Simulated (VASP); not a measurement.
# CsH5: single point with PBE

The system is CsH5.

```
CELL_PARAMETERS angstrom
4.08630 0.00000 0.00000
0.00000 4.08630 0.00000
0.00000 0.00000 5.37780
ATOMIC_POSITIONS crystal
Cs 0.00000 0.00000 0.50000
H 0.14314 0.39504 0.00000
H 0.85686 0.60496 0.00000
H 0.60496 0.14314 0.00000
H 0.39504 0.85686 0.00000
H 0.50000 0.50000 0.50000
```

The cell was built by a generator and needn't be a form met in nature.

```
Program                : VASP 6.6.1
Task                   : single point
Functional             : PBE
Potentials or basis    : VASP PAW PBE potentials, release 64 (Cs_sv, H)
Cutoff                 : 520 eV
k mesh                 : 7 × 7 × 5
Occupations            : fermi-dirac, width 0.05 eV
Spin                   : no spin polarisation
Further INCAR settings : ALGO = Normal; EDIFF = 1e-07; NBANDS = 16
```

```yaml
Pressure: -5.3 GPa
Largest_force: 3.136 eV/Å
Band_gap_on_the_k_mesh: none (metal or under the smearing width)
```

Forces on the atoms (eV/Å):
```
Cs   0.000  0.000  0.000
H   -2.210  2.224  0.000
H    2.210 -2.224  0.000
H   -2.224 -2.210  0.000
H    2.224  2.210  0.000
H    0.000  0.000  0.000
```

Stress tensor (GPa, compression positive):
```
-7.88  0.00  0.00
 0.00 -7.88  0.00
 0.00  0.00 -0.24
```

Levels at points of the mesh, in eV from the Fermi level:
```tsv
k point	band 3	band 4	band 5	band 6	band 7	band 8	band 9	band 10	band 11	band 12
(0.00, 0.00, 0.00)	-7.51	-7.51	-6.63	-1.89	-1.19	1.55	1.55	4.72	5.13	6.57
```

It took 34 s on 1 thread of Intel(R) Xeon(R) 6975P-C (Granite Rapids), with other jobs on the host, peak memory 0.2 GiB.

Caveat: forces of over 1 eV/Å show positions far from the minimum, so gaps and moduli don't describe the material at rest. The run has no spin-orbit coupling, so splittings on Cs are missing.
